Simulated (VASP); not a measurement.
# BP: NMR shieldings

Wanted: the shieldings and field gradients at the nuclei of BP. The cell is of the zinc-blende type, one of the forms listed for this formula, which need not be the common one. The start is a cell from a database of measured crystal structures.

Method: PBE; plane waves and PAW (P, B), in the first sound run; inputs show where later runs differ, in VASP 6.6.1.

**1. Set-up**

The structure is cubic, space group F-43m (No. 216). Conventional cell: a = 4.538 Å, b = 4.538 Å, c = 4.538 Å, α = 90.00°, β = 90.00°, γ = 90.00°. Nearest to P lie 4 B at 1.97 Å. Nearest to B lie 4 P at 1.97 Å. Farther neighbours are not listed.

Coordinates:

```xyz
2
Lattice="0.0000 2.2690 2.2690 2.2690 0.0000 2.2690 2.2690 2.2690 0.0000" Properties=species:S:1:pos:R:3 pbc="T T T"
P     3.4035    3.4035    3.4035
B     0.0000    0.0000    0.0000
```

**2. Ground state**

The next steps need an insulator, so the gap is checked first.

File INCAR:

```
SYSTEM = BP
PREC = Accurate
ENCUT = 420
EDIFF = 1E-07
NELM = 100
ISMEAR = 0
SIGMA = 0.01
LREAL = .FALSE.
ALGO = Normal
GGA = PE
NBANDS = 10
LORBIT = 11
LWAVE = .FALSE.
LCHARG = .FALSE.
KPAR = 2
```

File POSCAR:

```
BP
1.0
    0.0000000000      2.2690000000      2.2690000000
    2.2690000000      0.0000000000      2.2690000000
    2.2690000000      2.2690000000      0.0000000000
P B
1 1
Direct
    0.7500000000      0.7500000000      0.7500000000
    0.0000000000      0.0000000000      0.0000000000
```

File KPOINTS:

```
Automatic mesh
0
Gamma
7 7 7
0 0 0
```

The projector-augmented-wave data sets are P and B (PBE family, release 64).

The run is started by

```
> mpirun -np 2 vasp_std
```

The program printed:

```text
[banner, memory and clock lines left out]
running    2 mpi-ranks, on    1 nodes
 distrk:  each k-point on    1 cores,    2 groups
 distr:  one band on    1 cores,    1 groups

 POSCAR found type information on POSCAR P B
 POSCAR found :  2 types and       2 ions
 LDA part: xc-table for (Slater+PW92), standard interpolation
 POSCAR, INCAR and KPOINTS ok, starting setup
 FFT: planning ... GRIDC
 FFT: planning ... GRID_SOFT
 FFT: planning ... GRID
 WAVECAR not read
 entering main loop
       N       E                     dE             d eps       ncg     rms          rms(c)
DAV:   1     0.515911077849E+01    0.51591E+01   -0.34763E+03   400   0.601E+02
DAV:   2    -0.131835069437E+02   -0.18343E+02   -0.17513E+02   580   0.989E+01
DAV:   3    -0.136319396264E+02   -0.44843E+00   -0.44741E+00   492   0.142E+01
DAV:   4    -0.136337237095E+02   -0.17841E-02   -0.17838E-02   492   0.979E-01
DAV:   5    -0.136337309811E+02   -0.72716E-05   -0.72714E-05   484   0.608E-02    0.721E+00
DAV:   6    -0.130227106680E+02    0.61102E+00   -0.14565E+00   448   0.558E+00    0.390E+00
DAV:   7    -0.129316937614E+02    0.91017E-01   -0.24145E-01   510   0.260E+00    0.132E+00
DAV:   8    -0.129237330333E+02    0.79607E-02   -0.28532E-02   460   0.989E-01    0.206E-01
DAV:   9    -0.129240479873E+02   -0.31495E-03   -0.65747E-04   454   0.185E-01    0.124E-01
DAV:  10    -0.129242501492E+02   -0.20216E-03   -0.28529E-04   480   0.110E-01    0.289E-02
DAV:  11    -0.129242602816E+02   -0.10132E-04   -0.11181E-05   530   0.236E-02    0.323E-02
DAV:  12    -0.129242611949E+02   -0.91326E-06   -0.39461E-06   460   0.106E-02    0.857E-03
DAV:  13    -0.129242611488E+02    0.46090E-07   -0.79330E-08   308   0.211E-03
   1 F= -.12924261E+02 E0= -.12924261E+02  d E =-.136437E-29
```

It took 2.8 s on 2 MPI ranks of AMD EPYC 7R43, shared host; peak memory 0.18 GiB; 4.5 s of CPU time.

Lines that name or quote the potential files are left out of all logs, and their timing lines are given in words.

OUTCAR, selected parts (step 2):

```text
ion  position               nearest neighbor table
   1  0.750  0.750  0.750-   2 1.97   2 1.97   2 1.97   2 1.97
   2  0.000  0.000  0.000-   1 1.97   1 1.97   1 1.97   1 1.97

  LATTYP: Found a face centered cubic cell.
 ALAT       =     4.5380000000

 Subroutine GETGRP returns: Found 24 space group operations
 (whereof 24 operations were pure point group operations)

The static configuration has the point symmetry T_d .

 Found     20 irreducible k-points:

   k-points           NKPTS =     20   k-points in BZ     NKDIM =     20   number of bands    NBANDS=     10

   dimension x,y,z NGX =    24 NGY =   24 NGZ =   24
   dimension x,y,z NGXF=    48 NGYF=   48 NGZF=   48

   ENCUT  =  420.0 eV  30.87 Ry    5.56 a.u.   5.36  5.36  5.36*2*pi/ulx,y,z

   NELECT =       8.0000    total number of electrons

 k-points in reciprocal lattice and weights: Automatic mesh
   0.00000000  0.00000000  0.00000000       0.003
   0.14285714  0.00000000  0.00000000       0.023
   0.28571429  0.00000000  0.00000000       0.023
   0.42857143  0.00000000  0.00000000       0.023
   0.14285714  0.14285714  0.00000000       0.017
   0.28571429  0.14285714  0.00000000       0.070
   0.42857143  0.14285714  0.00000000       0.070
  -0.42857143  0.14285714  0.00000000       0.070
  -0.28571429  0.14285714  0.00000000       0.070
[...]
-0.42857143  0.42857143  0.14285714       0.070
  -0.28571429  0.42857143  0.14285714       0.070

 average (electrostatic) potential at core
       1 -81.2751       2 -24.7869

 E-fermi :   7.5123

 k-point     1 :       0.0000    0.0000    0.0000
  band No.  band energies     occupation
      1      -8.0258      2.00000
      2       7.4356      2.00000
      3       7.4356      2.00000
      4       7.4356      2.00000
      5      10.8351      0.00000
      6      10.8351      0.00000
      7      10.8351      0.00000
      8      14.8100      0.00000
      9      18.9478      0.00000
    ...

 k-point     2 :       0.1429    0.0000    0.0000
  band No.  band energies     occupation
      1      -7.6593      2.00000
      2       5.1659      2.00000
      3       6.9067      2.00000
      4       6.9067      2.00000
      5      11.4179      0.00000
      6      11.5632      0.00000
      7      11.5632      0.00000
      8      15.8060      0.00000
      9      18.5181      0.00000
    ...

 k-point     3 :       0.2857    0.0000    0.0000
  band No.  band energies     occupation
      1      -6.5946      2.00000
      2       1.7557      2.00000
      3       6.1524      2.00000
      4       6.1524      2.00000
      5      11.3949      0.00000
      6      12.2786      0.00000
      7      12.2786      0.00000
      8      17.3308      0.00000
      9      18.6915      0.00000
    ...

  Total        0.1435399      0.1435399      0.1435399     -0.0000000     -0.0000000     -0.0000000
  in kB        9.8435066      9.8435066      9.8435066     -0.0000000     -0.0000000     -0.0000000
  external PRESSURE =       9.8435066 kB  Pullay stress =       0.0000000 kB

  energy-cutoff  :      420.00
  volume of cell :       23.36
      direct lattice vectors                 reciprocal lattice vectors
     0.000000000  2.269000000  2.269000000    -0.220361393  0.220361393  0.220361393
     2.269000000  0.000000000  2.269000000     0.220361393 -0.220361393  0.220361393
     2.269000000  2.269000000  0.000000000     0.220361393  0.220361393 -0.220361393

 POSITION                                       TOTAL-FORCE (eV/Angst)
 -----------------------------------------------------------------------------------
      3.40350      3.40350      3.40350        -0.000000     -0.000000     -0.000000
      0.00000      0.00000      0.00000         0.000000      0.000000      0.000000
 -----------------------------------------------------------------------------------
    total drift:                               -0.000000     -0.000000     -0.000000

  FREE ENERGIE OF THE ION-ELECTRON SYSTEM (eV)
  ---------------------------------------------------
  free  energy   TOTEN  =       -12.9242611488 eV

  energy  without entropy=      -12.9242611488  energy(sigma->0) =      -12.92426115

 total charge
# of ion       s       p       d       tot
------------------------------------------
    1        0.992   1.578   0.000   2.570
    2        0.667   1.275   0.000   1.942
--------------------------------------------------
tot          1.659   2.852   0.000   4.511

[... 3 further parts left out ...]
```

The gap is read on the k-mesh alone, so it is an upper bound where the band edges lie off the mesh.

This step gave:

```yaml
free_energy_toten: -12.92 eV
fermi_energy: 7.512 eV
pressure: 0.9844 GPa
gap_on_the_k_mesh: 1.238 eV
least_direct_gap_on_the_k_mesh: 3.400 eV
```

The cell has a gap of 1.24 eV on this mesh.

(Continued in part 2 of 3.)

[Lines on the potential files, build, host, timing and source positions are cut from VASP's logs without a mark.]

[Logs are printed without paths, hosts, clocks, repeated set-up lines and the standing remarks that a program may print on its own settings, such as how far it seeks lower states.]

[Hosts, paths, dates, database ids (printed as entryN), source tags and the programs' standing remarks are cut or masked in the printed files.]
